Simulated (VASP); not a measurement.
# InP (Fm-3m) in VASP: a series of runs, part 2 of 2

VASP 6.6.1.

## Step 3: Single point, PBEsol

INCAR

```
SYSTEM = InP
PREC = Accurate ; ENCUT = 350
EDIFF = 1E-6 ; ISMEAR = 0
SIGMA = 0.05 ; LREAL = .FALSE.
LASPH = .TRUE. ; NELM = 100
ALGO = Normal ; ISIF = 2
LWAVE = .FALSE. ; LCHARG = .FALSE.
GGA = PS ; ADDGRID = .FALSE.
```

KPOINTS

```
regular mesh
0
G
  9 9 9
  0 0 0
```

POSCAR

```
InP
1.0
    0.0000000000      2.7688340000      2.7688340000
    2.7688340000      0.0000000000      2.7688340000
    2.7688340000      2.7688340000      0.0000000000
In P
1 1
Direct
    0.0000000000      0.0000000000      0.0000000000
    0.5000000000      0.5000000000      0.5000000000
```

Potentials or basis: VASP PAW PBE potentials, release 64 (In_d, P).

Command:

```
cat potpaw_PBE.64/In_d/POTCAR potpaw_PBE.64/P/POTCAR > POTCAR
mpirun -np 1 vasp_std > vasp.out
```

OUTCAR:

```text
SYSTEM = InP
   PREC = Accurate
   ENCUT = 350
   EDIFF = 1E-6
   ISMEAR = 0
   LREAL = .FALSE.
   LASPH = .TRUE.
   NELM = 100
   ISIF = 2
   GGA = PS

 Found     35 irreducible k-points:

 Following reciprocal coordinates:
            Coordinates               Weight
  0.000000  0.000000  0.000000      1.000000
  0.111111  0.000000  0.000000      8.000000
  0.222222  0.000000  0.000000      8.000000
  0.333333  0.000000  0.000000      8.000000
  0.444444  0.000000  0.000000      8.000000
  0.111111  0.111111  0.000000      6.000000
   k-points           NKPTS =     35   k-points in BZ     NKDIM =     35   number of bands    NBANDS=     13
   number of dos      NEDOS =    301   number of ions     NIONS =      2
   total plane-waves  NPLWV =  13824
   dimension x,y,z NGX =    24 NGY =   24 NGZ =   24
   dimension x,y,z NGXF=    48 NGYF=   48 NGZF=   48
   ions per type =               1   1
   NGX,Y,Z   is equivalent  to a cutoff of  10.19, 10.19, 10.19 a.u.
   NGXF,Y,Z  is equivalent  to a cutoff of  20.38, 20.38, 20.38 a.u.
 SYSTEM =  InP
   PREC   = accura    normal or accurate (medium, high low for compatibility)
   ISTART =      0    job   : 0-new  1-cont  2-samecut
   ICHARG =      2    charge: 1-file 2-atom 10-const
   ISPIN  =      1    spin polarized calculation?
   LNONCOLLINEAR =      F non collinear calculations
   LSORBIT =      F    spin-orbit coupling
   LASPH  =      T    aspherical Exc in radial PAW
   ENCUT  =  350.0 eV  25.72 Ry    5.07 a.u.   5.97  5.97  5.97*2*pi/ulx,y,z
[... 71 lines left out ...]
     13      13.9895      0.00000
[... 66 lines left out ...]
  band No.  band energies     occupation
      1      -7.2081      2.00000
      2      -7.1809      2.00000
      3      -7.1706      2.00000
      4      -7.1515      2.00000
      5      -7.1515      2.00000
      6      -4.8992      2.00000
      7       5.2527      2.00000
      8       6.3469      2.00000
      9       6.3469      2.00000
     10       9.1214      0.00000
     11      12.5431      0.00000
     12      13.0709      0.00000
     13      13.9273      0.00000

 [... further k-points ...]

------------------------ aborting loop because EDIFF is reached ----------------------------------------

  FORCE on cell =-STRESS in cart. coord.  units (eV):
  Direction    XX          YY          ZZ          XY          YZ          ZX
  --------------------------------------------------------------------------------------
  -------------------------------------------------------------------------------------
  Total       -0.9333937     -0.9333937     -0.9333937      0.0000000      0.0000000      0.0000000
  in kB      -35.2253010    -35.2253010    -35.2253010      0.0000000      0.0000000      0.0000000
  external PRESSURE =     -35.2253010 kB  Pullay stress =       0.0000000 kB

 VOLUME and BASIS-vectors are now :
 -----------------------------------------------------------------------------
  energy-cutoff  :      350.00
  volume of cell :       42.45
      direct lattice vectors                 reciprocal lattice vectors
     0.000000000  2.768834000  2.768834000    -0.180581429  0.180581429  0.180581429
     2.768834000  0.000000000  2.768834000     0.180581429 -0.180581429  0.180581429
     2.768834000  2.768834000  0.000000000     0.180581429  0.180581429 -0.180581429

 POSITION                                       TOTAL-FORCE (eV/Angst)
 -----------------------------------------------------------------------------------
      0.00000      0.00000      0.00000         0.000000     -0.000000     -0.000000
      2.76883      2.76883      2.76883         0.000000      0.000000      0.000000
 -----------------------------------------------------------------------------------
    total drift:                                0.000000     -0.000000     -0.000000

  FREE ENERGIE OF THE ION-ELECTRON SYSTEM (eV)
  ---------------------------------------------------
  free  energy   TOTEN  =        -8.7874521076 eV

  energy  without entropy=       -8.7864479812  energy(sigma->0) =       -8.78695004
```

OSZICAR:

```text
N       E                     dE             d eps       ncg     rms          rms(c)
DAV:   1     0.955481124450E+02    0.95548E+02   -0.70447E+03   920   0.123E+03
DAV:   2    -0.319827989751E+01   -0.98746E+02   -0.96028E+02   965   0.288E+02
DAV:   3    -0.892801057846E+01   -0.57297E+01   -0.55911E+01  1221   0.750E+01
DAV:   4    -0.905968320235E+01   -0.13167E+00   -0.13145E+00  1101   0.117E+01
DAV:   5    -0.906504232591E+01   -0.53591E-02   -0.53589E-02  1357   0.206E+00    0.455E+00
DAV:   6    -0.880078472261E+01    0.26426E+00   -0.58202E-01  1282   0.151E+01    0.260E+00
DAV:   7    -0.878997367562E+01    0.10811E-01   -0.68049E-02  1263   0.279E+00    0.107E+00
DAV:   8    -0.878754579573E+01    0.24279E-02   -0.46827E-03  1081   0.955E-01    0.172E-01
DAV:   9    -0.878744355251E+01    0.10224E-03   -0.39564E-04  1411   0.337E-01    0.779E-02
DAV:  10    -0.878745026983E+01   -0.67173E-05   -0.25701E-05  1045   0.444E-02    0.357E-02
DAV:  11    -0.878745200837E+01   -0.17385E-05   -0.48560E-06  1075   0.239E-02    0.375E-03
DAV:  12    -0.878745210758E+01   -0.99217E-07   -0.40419E-07   575   0.122E-02
   1 F= -.87874521E+01 E0= -.87869500E+01  d E =-.100413E-02
```

stdout:

```text
POSCAR found type information on POSCAR InP
 POSCAR found :  2 types and       2 ions
 scaLAPACK will be used
 -----------------------------------------------------------------------------
|                                                                             |
|                                                                             |
|     You enforced a specific xc type in the INCAR file but a different       |
|     I HOPE YOU KNOW WHAT YOU ARE DOING!                                     |
|                                                                             |
 -----------------------------------------------------------------------------

 LDA part: xc-table for (Slater+PW92), standard interpolation
 POSCAR, INCAR and KPOINTS ok, starting setup
 FFT: planning ... GRIDC
 FFT: planning ... GRID_SOFT
 FFT: planning ... GRID
 WAVECAR not read
 entering main loop
```

It took 9.2 s on 1 thread of Intel Xeon Platinum 8488C (Sapphire Rapids), shared host; peak memory 0.13 GiB.

These settings aren't checked as converged: the numbers below hold their error.

Results:

```
Free energy            : -8.7875 eV
Pressure               : -3.5 GPa
Band gap on the k mesh : none (metal or under the smearing width)
```

Caveat: the PAW data sets were made with another functional, which shifts forces and pressure a little.

## Step 4: Single point, PBEsol

INCAR: that of step 3 with these lines changed.

```diff
@@ -1,3 +1,3 @@
 SYSTEM = InP
-PREC = Accurate ; ENCUT = 350
+PREC = Accurate ; ENCUT = 300
 EDIFF = 1E-6 ; ISMEAR = 0
```

KPOINTS

```
regular mesh
0
G
  10 10 10
  0 0 0
```

POSCAR is that of step 3.

Potentials or basis: VASP PAW PBE potentials, release 64 (In_d, P).

Command:

```
cat potpaw_PBE.64/In_d/POTCAR potpaw_PBE.64/P/POTCAR > POTCAR
mpirun -np 1 vasp_std > vasp.out
```

OUTCAR:

```text
SYSTEM = InP
   PREC = Accurate
   ENCUT = 300
   EDIFF = 1E-6
   ISMEAR = 0
   LREAL = .FALSE.
   LASPH = .TRUE.
   NELM = 100
   ISIF = 2
   GGA = PS

 Found     47 irreducible k-points:

 Following reciprocal coordinates:
            Coordinates               Weight
  0.000000  0.000000  0.000000      1.000000
  0.100000  0.000000  0.000000      8.000000
  0.200000  0.000000  0.000000      8.000000
  0.300000  0.000000  0.000000      8.000000
  0.400000  0.000000  0.000000      8.000000
  0.500000  0.000000  0.000000      4.000000
   k-points           NKPTS =     47   k-points in BZ     NKDIM =     47   number of bands    NBANDS=     13
[... 176 lines left out ...]
  --------------------------------------------------------------------------------------
  -------------------------------------------------------------------------------------
  Total       -0.9615263     -0.9615263     -0.9615263      0.0000000     -0.0000000     -0.0000000
  in kB      -36.2869954    -36.2869954    -36.2869954      0.0000000     -0.0000000     -0.0000000
  external PRESSURE =     -36.2869954 kB  Pullay stress =       0.0000000 kB

 VOLUME and BASIS-vectors are now :
 -----------------------------------------------------------------------------
  energy-cutoff  :      300.00
  volume of cell :       42.45
      direct lattice vectors                 reciprocal lattice vectors
     0.000000000  2.768834000  2.768834000    -0.180581429  0.180581429  0.180581429
     2.768834000  0.000000000  2.768834000     0.180581429 -0.180581429  0.180581429
     2.768834000  2.768834000  0.000000000     0.180581429  0.180581429 -0.180581429

 POSITION                                       TOTAL-FORCE (eV/Angst)
 -----------------------------------------------------------------------------------
      0.00000      0.00000      0.00000         0.000000      0.000000     -0.000000
      2.76883      2.76883      2.76883        -0.000000     -0.000000      0.000000
 -----------------------------------------------------------------------------------
    total drift:                                0.000000     -0.000000     -0.000000

  FREE ENERGIE OF THE ION-ELECTRON SYSTEM (eV)
  ---------------------------------------------------
  free  energy   TOTEN  =        -8.7841257190 eV

  energy  without entropy=       -8.7827542573  energy(sigma->0) =       -8.78343999
```

Wall time 9.3 s (1 thread of Intel Xeon Platinum 8488C (Sapphire Rapids), shared host); peak memory 0.13 GiB.

These settings aren't checked as converged: the numbers below hold their error.

Results:

```
Free energy            : -8.7841 eV
Pressure               : -3.6 GPa
Band gap on the k mesh : none (metal or under the smearing width)
```

Caveat: the cutoff is under 1.25 times the usual one of these potentials, so pressure, stress and relaxed cells hold a basis-set (Pulay) error; the PAW data sets were made with another functional, which shifts forces and pressure a little.

## Step 5: Single point, PBEsol

INCAR: that of step 4 with these lines changed.

```diff
@@ -1,3 +1,3 @@
 SYSTEM = InP
-PREC = Accurate ; ENCUT = 300
+PREC = Accurate ; ENCUT = 400
 EDIFF = 1E-6 ; ISMEAR = 0
```

KPOINTS

```
regular mesh
0
G
  9 9 9
  0 0 0
```

POSCAR is that of step 4.

Command:

```
cat potpaw_PBE.64/In_d/POTCAR potpaw_PBE.64/P/POTCAR > POTCAR
mpirun -np 1 vasp_std > vasp.out
```

Wall time 15 s (1 thread of Intel Xeon Platinum 8488C (Sapphire Rapids), shared host); peak memory 0.15 GiB.

The run converged, but some of its settings lie outside the range that counts as converged, so its numbers aren't taken as properties of the crystal.

Results:

* Free energy: -8.7893 eV
* Pressure: -3.2 GPa
* Band gap on the k mesh: none (metal or under the smearing width)

Caveat: the PAW data sets were made with another functional, which shifts forces and pressure a little.
